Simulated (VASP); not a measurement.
# HfB2: C into a neighbouring B vacancy, part 4 of 4

Aim: the barrier for one hop in HfB2: C into a neighbouring B vacancy. The start is a cell from a database of measured crystal structures.

VASP 6.6.1, plane waves and PAW; the level of theory is named at each step.

So far. Step 3 (Relax the start): The run ended after 9 ionic steps, 0.411 eV below its first step, once the forces on the free atoms met EDIFFG = -0.05. Step 4 (Relax the end): The run ended after 7 ionic steps, 0.513 eV below its first step, once the forces on the free atoms met EDIFFG = -0.05.

## Step 5: Nudged elastic band

Level of this step: PBE; plane waves and PAW (Hf, B, C) (VASP).

Images on a straight line between the ends relax across the path, while springs keep them spaced along it.

INCAR

```
SYSTEM = Hf8B14C
PREC = Normal
ENCUT = 400
EDIFF = 1E-05
NELM = 120
ISMEAR = 1
SIGMA = 0.15
LREAL = Auto
ALGO = Fast
GGA = PE
NBANDS = 62
LASPH = .TRUE.
LWAVE = .FALSE.
LCHARG = .FALSE.
IMAGES = 3
SPRING = -5
IBRION = 1
POTIM = 0.3
NSW = 60
EDIFFG = -0.05
ISYM = 0
ISIF = 0
```

POSCAR

```
Hf8B14C
1.0
    6.2883686268      0.0000000000      0.0000000000
   -3.1441843134      5.4458869792      0.0000000000
    0.0000000000      0.0000000000      6.9719535402
Hf B C
8 14 1
Direct
    0.0013801880      0.0014598801      0.0055198527
    0.0014372325      0.0014007251      0.4940765400
    0.9996202770      0.4997799979      0.0040004205
    0.9995771379      0.4997547487      0.4956301539
    0.5001897735      0.9994367666      0.0043513286
    0.5001710574      0.9993691882      0.4954564607
    0.4974836046      0.4974677666      0.0058674717
    0.4974101165      0.4974006065      0.4938499706
    0.3325521210      0.1662134804      0.7498001657
    0.3241250834      0.6590537997      0.2498413966
    0.3315774369      0.6650873204      0.7499995081
    0.8412715149      0.1756552420      0.2498127075
    0.8336826163      0.1673225425      0.7499751443
    0.8349852540      0.6644910678      0.2498799411
    0.8324286470      0.6662021510      0.7498080940
    0.1652437716      0.3334825531      0.7496098741
    0.1621731173      0.8239802805      0.2498018643
    0.1650986255      0.8322088952      0.7498098447
    0.6759113347      0.3373359538      0.2498023089
    0.6665090796      0.3336938149      0.7498740031
    0.6677296173      0.8320583937      0.2497554407
    0.6669237713      0.8315301628      0.7497411351
    0.1591063308      0.3410855327      0.2493138628
```

KPOINTS

```
Automatic mesh
0
Gamma
3 3 3
0 0 0
```

00/POSCAR

```
Hf8B14C
1.0
    6.2883686268      0.0000000000      0.0000000000
   -3.1441843134      5.4458869792      0.0000000000
    0.0000000000      0.0000000000      6.9719535402
Hf B C
8 14 1
Direct
    0.0013801880      0.0014598801      0.0055198527
    0.0014372325      0.0014007251      0.4940765400
    0.9996202770      0.4997799979      0.0040004205
    0.9995771379      0.4997547487      0.4956301539
    0.5001897735      0.9994367666      0.0043513286
    0.5001710574      0.9993691882      0.4954564607
    0.4974836046      0.4974677666      0.0058674717
    0.4974101165      0.4974006065      0.4938499706
    0.3325521210      0.1662134804      0.7498001657
    0.3241250834      0.6590537997      0.2498413966
    0.3315774369      0.6650873204      0.7499995081
    0.8412715149      0.1756552420      0.2498127075
    0.8336826163      0.1673225425      0.7499751443
    0.8349852540      0.6644910678      0.2498799411
    0.8324286470      0.6662021510      0.7498080940
    0.1652437716      0.3334825531      0.7496098741
    0.1621731173      0.8239802805      0.2498018643
    0.1650986255      0.8322088952      0.7498098447
    0.6759113347      0.3373359538      0.2498023089
    0.6665090796      0.3336938149      0.7498740031
    0.6677296173      0.8320583937      0.2497554407
    0.6669237713      0.8315301628      0.7497411351
    0.1591063308      0.3410855327      0.2493138628
```

01/POSCAR

```
Hf8B14C
1.0
    6.2883686268      0.0000000000      0.0000000000
   -3.1441843134      5.4458869792      0.0000000000
    0.0000000000      0.0000000000      6.9719535402
Hf B C
8 14 1
Direct
    0.0017194096      0.0016957009      0.0052977360
    0.0017480030      0.0016346066      0.4937755552
    0.9997630759      0.5000981313      0.0036802688
    0.9996936451      0.5000157143      0.4954334174
    0.5002730920      0.9995907333      0.0040209219
    0.5003010580      0.9995861039      0.4952309264
    0.4977624267      0.4976396354      0.0056245826
    0.4976611412      0.4975317172      0.4936083949
    0.3330731945      0.1661483657      0.7494969027
    0.3276276513      0.6632833592      0.2495472381
    0.3324045396      0.6656387117      0.7496590790
    0.8372035422      0.1725183989      0.2495741373
    0.8335385898      0.1668927272      0.7496804034
    0.8344939586      0.6653603439      0.2496201437
    0.8325281032      0.6666346233      0.7495644088
    0.1657349139      0.3333888354      0.7493780916
    0.1656585097      0.8282160388      0.2494855498
    0.1659883650      0.8327972117      0.7495226668
    0.6719014878      0.3342434458      0.2495423060
    0.6663428763      0.3332910846      0.7495615180
    0.6672002630      0.8329012917      0.2495053766
    0.6670255034      0.8319948127      0.7495311720
    0.2047294806      0.2956478781      0.2490921587
```

02/POSCAR

```
Hf8B14C
1.0
    6.2883686268      0.0000000000      0.0000000000
   -3.1441843134      5.4458869792      0.0000000000
    0.0000000000      0.0000000000      6.9719535402
Hf B C
8 14 1
Direct
    0.0020586312      0.0019315217      0.0050756194
    0.0020587734      0.0018684882      0.4934745704
    0.9999058748      0.5004162648      0.0033601172
    0.9998101524      0.5002766799      0.4952366809
    0.5003564106      0.9997447000      0.0036905152
    0.5004310585      0.9998030196      0.4950053920
    0.4980412488      0.4978115042      0.0053816936
    0.4979121660      0.4976628280      0.4933668192
    0.3335942680      0.1660832509      0.7491936398
    0.3311302192      0.6675129188      0.2492530796
    0.3332316422      0.6661901030      0.7493186498
    0.8331355695      0.1693815558      0.2493355670
    0.8333945634      0.1664629118      0.7493856625
    0.8340026631      0.6662296200      0.2493603464
    0.8326275593      0.6670670956      0.7493207235
    0.1662260562      0.3332951176      0.7491463090
    0.1691439022      0.8324517971      0.2491692352
    0.1668781046      0.8333855282      0.7492354889
    0.6678916409      0.3311509379      0.2492823030
    0.6661766730      0.3328883543      0.7492490329
    0.6666709086      0.8337441896      0.2492553125
    0.6671272354      0.8324594625      0.7493212088
    0.2503526304      0.2502102234      0.2488704546
```

03/POSCAR

```
Hf8B14C
1.0
    6.2883686268      0.0000000000      0.0000000000
   -3.1441843134      5.4458869792      0.0000000000
    0.0000000000      0.0000000000      6.9719535402
Hf B C
8 14 1
Direct
    0.0023978527      0.0021673425      0.0048535027
    0.0023695438      0.0021023697      0.4931735857
    1.0000486736      0.5007343982      0.0030399656
    0.9999266596      0.5005376455      0.4950399445
    0.5004397291      0.9998986666      0.0033601084
    0.5005610590      1.0000199353      0.4947798577
    0.4983200708      0.4979833729      0.0051388046
    0.4981631908      0.4977939387      0.4931252436
    0.3341153414      0.1660181362      0.7488903768
    0.3346327871      0.6717424783      0.2489589210
    0.3340587449      0.6667414943      0.7489782206
    0.8290675968      0.1662447126      0.2490969968
    0.8332505370      0.1660330965      0.7490909217
    0.8335113677      0.6670988961      0.2491005490
    0.8327270154      0.6674995679      0.7490770383
    0.1667171984      0.3332013999      0.7489145264
    0.1726292946      0.8366875553      0.2488529207
    0.1677678442      0.8339738446      0.7489483110
    0.6638817940      0.3280584300      0.2490223000
    0.6660104697      0.3324856240      0.7489365478
    0.6661415543      0.8345870876      0.2490052484
    0.6672289675      0.8329241124      0.7491112456
    0.2959757803      0.2047725688      0.2486487504
```

04/POSCAR

```
Hf8B14C
1.0
    6.2883686268      0.0000000000      0.0000000000
   -3.1441843134      5.4458869792      0.0000000000
    0.0000000000      0.0000000000      6.9719535402
Hf B C
8 14 1
Direct
    0.0027370743      0.0024031633      0.0046313860
    0.0026803143      0.0023362512      0.4928726009
    1.0001914725      0.5010525316      0.0027198139
    1.0000431668      0.5007986111      0.4948432080
    0.5005230476      1.0000526333      0.0030297017
    0.5006910596      1.0002368510      0.4945543234
    0.4985988929      0.4981552417      0.0048959155
    0.4984142155      0.4979250494      0.4928836679
    0.3346364149      0.1659530214      0.7485871138
    0.3381353550      0.6759720378      0.2486647625
    0.3348858476      0.6672928856      0.7486377915
    0.8249996241      0.1631078695      0.2488584266
    0.8331065105      0.1656032812      0.7487961808
    0.8330200723      0.6679681722      0.2488407516
    0.8328264716      0.6679320402      0.7488333530
    0.1672083407      0.3331076822      0.7486827439
    0.1761146870      0.8409233136      0.2485366062
    0.1686575837      0.8345621611      0.7486611331
    0.6598719471      0.3249659220      0.2487622971
    0.6658442664      0.3320828937      0.7486240627
    0.6656122000      0.8354299856      0.2487551843
    0.6673306996      0.8333887622      0.7489012825
    0.3415989301      0.1593349141      0.2484270463
```

PAW data sets: Hf, B and C (PBE family, release 64).

Run with:

```
> mpirun -np 3 vasp_std
```

The log of the run:

```text
[banner, memory and clock lines left out]
running    3 mpi-ranks, on    1 nodes
 each image running on    1 cores
[...]
01/POSCAR found :  3 types and      23 ions
 LDA part: xc-table for (Slater+PW92), standard interpolation
[...]
00/POSCAR found :  3 types and      23 ions
[...]
04/POSCAR found :  3 types and      23 ions
 POSCAR, INCAR and KPOINTS ok, starting setup
[...]
entering main loop
       N       E                     dE             d eps       ncg     rms          rms(c)
DAV:   1     0.101221507359E+03    0.10122E+03   -0.27928E+04  1736   0.895E+02
DAV:   2    -0.205759286483E+03   -0.30698E+03   -0.29114E+03  2170   0.177E+02
DAV:   3    -0.221077095187E+03   -0.15318E+02   -0.15002E+02  2272   0.376E+01
DAV:   4    -0.221349235181E+03   -0.27214E+00   -0.27058E+00  2256   0.513E+00
[...]
RMM:  13    -0.202106602454E+03   -0.56382E-04   -0.97648E-04  1796   0.885E-02    0.350E-02
RMM:  14    -0.202106631764E+03   -0.29310E-04   -0.29320E-04  1821   0.400E-02    0.238E-02
RMM:  15    -0.202106630180E+03    0.15839E-05   -0.51471E-05  1565   0.193E-02
   1 F= -.20210663E+03 E0= -.20209906E+03  d E =-.202107E+03
[... from here on, the cycles between the ionic steps are left out ...]
   2 F= -.20216046E+03 E0= -.20215311E+03  d E =-.538254E-01
   6 F= -.20224334E+03 E0= -.20223660E+03  d E =-.980168E-02
  11 F= -.20226218E+03 E0= -.20225524E+03  d E =-.160450E-03
  16 F= -.20223155E+03 E0= -.20222509E+03  d E =0.206173E-01
  21 F= -.20226607E+03 E0= -.20225907E+03  d E =0.863152E-03
  26 F= -.20214722E+03 E0= -.20214184E+03  d E =-.109512E-04
  31 F= -.20211659E+03 E0= -.20211184E+03  d E =0.111982E-01
  36 F= -.20206644E+03 E0= -.20206281E+03  d E =0.100020E-01
  41 F= -.20190503E+03 E0= -.20190390E+03  d E =0.270688E-01
  46 F= -.20179225E+03 E0= -.20179243E+03  d E =0.137156E-01
  51 F= -.20181046E+03 E0= -.20181047E+03  d E =-.388762E-03
  56 F= -.20182971E+03 E0= -.20182939E+03  d E =-.255085E-02
  59 F= -.20183396E+03 E0= -.20183357E+03  d E =-.452253E-03
  60 F= -.20183389E+03 E0= -.20183350E+03  d E =0.725959E-04
 BRION: g(F)=  0.874E-02 g(S)=  0.000E+00 retain N= 13 mean eig= 1.81
 eig:   7.934  7.934  1.238  1.238  0.967  0.967  0.765  0.765  0.473  0.503
```

It took 43 min on 3 MPI ranks of AMD EPYC 7R43, shared host; peak memory 0.66 GiB.

From OUTCAR (step 5):

```text
  tangential force (eV/A)        -1.861066
  left and right image   0.984049  0.987319 A

  tangential force (eV/A)        -1.861730
  left and right image   0.982710  0.985909 A

 k-point     1 :       0.0000    0.0000    0.0000
  band No.  band energies     occupation
    ...
     33       4.9548      2.00000
     34       4.9686      2.00000
     35       5.5076      2.00000
     36       5.5806      2.00000
     37       5.9840      2.00000
     38       7.3878     -0.06445
     39       7.5437     -0.00319
     40       8.4409     -0.00000
     41       8.5047     -0.00000
     42       8.5096     -0.00000
    ...

 POSITION                                       TOTAL-FORCE (eV/Angst)
 -----------------------------------------------------------------------------------
     -0.14506      0.09735      0.04548         0.035103     -0.054378      0.018771
     -0.14518      0.09598      3.46345         0.047831     -0.042754     -0.011961
      4.54668      2.80829      0.01995         0.109486     -0.056851      0.024515
      4.54718      2.80861      3.49287         0.108570     -0.058970     -0.049713
     -0.14015      5.51662      0.02174         0.032534     -0.027151      0.056711
     -0.14069      5.51651      3.48840         0.041000     -0.031095     -0.044904
      1.40107      2.77684      0.04989         0.082593     -0.013214      0.017248
      1.40075      2.77780      3.46172         0.086536     -0.012410     -0.022521
      1.40169      0.99347      5.24060         0.067237     -0.042535      0.001821
     -0.15568      3.76301      1.75523         0.020280     -0.287675     -0.001666
     -0.17197      3.71783      5.24087         0.062821     -0.062026      0.004416
      4.52273      0.95814      1.75531         0.245618      0.123027      0.000325
      4.54374      0.99453      5.24078         0.082707     -0.029269      0.000686
      2.99214      3.70364      1.75527         0.086120     -0.046137      0.001996
[...]
-----------------------------------------------------------------------------------
    total drift:                                0.016401      0.045424     -0.023842

  FREE ENERGIE OF THE ION-ELECTRON SYSTEM (eV)
  ---------------------------------------------------
  free  energy   TOTEN  =      -201.8338885412 eV

  energy  without entropy=     -201.8327122629  energy(sigma->0) =     -201.83349645

  tangential force (eV/A)        -1.861550
  left and right image   0.982853  0.986053 A

[... 5 parts as in an earlier step ...]

[... 10 further parts left out ...]
[key lines of the parts left out:]
E-fermi :   7.1797
```

The band used up its steps before its forces met the threshold, so no barrier is taken from it.

## Step 6: Results

```yaml
result: none
```

What this shows: The session ends without its result: «nudged elastic band» used up its steps.

[Lines on the potential files, build, host, timing and source positions are cut from VASP's logs without a mark.]

[Logs are printed without paths, hosts, clocks, repeated set-up lines and the standing remarks that a program may print on its own settings, such as how far it seeks lower states.]

[Hosts, paths, dates, database ids (printed as entryN), source tags and the programs' standing remarks are cut or masked in the printed files.]

[Runs that stopped without an error message from VASP are left out.]
